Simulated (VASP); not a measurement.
A run of VASP 6.6.1:

File INCAR:

```
SYSTEM = Li2O
PREC = Accurate ; ENCUT = 520
EDIFF = 1E-7 ; ISMEAR = 0
SIGMA = 0.1 ; LREAL = .FALSE.
LASPH = .TRUE. ; NELM = 100
ALGO = Normal ; ISIF = 2
LWAVE = .FALSE. ; LCHARG = .FALSE.
GGA = PE ; NBANDS = 13
```

KPOINTS

```
Automatic mesh
0
G
  6 6 6
  0 0 0
```

Contents of POSCAR:

```
Li2O
1.0
    0.0000000000      2.3268544700      2.3268544700
    2.3268544700      0.0000000000      2.3268544700
    2.3268544700      2.3268544700      0.0000000000
Li O
2 1
Direct
    0.7500000000      0.7500000000      0.7500000000
    0.2500000000      0.2500000000      0.2500000000
    0.0000000000      0.0000000000      0.0000000000
```

Potentials or basis: VASP PAW PBE potentials, release 64 (Li_sv, O).

Run with:

```bash
$ cat potpaw_PBE.64/Li_sv/POTCAR potpaw_PBE.64/O/POTCAR > POTCAR
$ mpirun -np 1 vasp_std > vasp.out
```

Hardware: 1 thread of Intel(R) Xeon(R) Platinum 8259CL CPU @ 2.50GHz (Skylake/Cascade Lake), with other jobs on the host.

Task: How long does it take, and how much memory?

Result: It took 5.9 s on 1 thread of Intel(R) Xeon(R) Platinum 8259CL CPU @ 2.50GHz (Skylake/Cascade Lake), on a shared host, peak memory 0.13 GiB. Counts: scf iterations 14, k points 16.
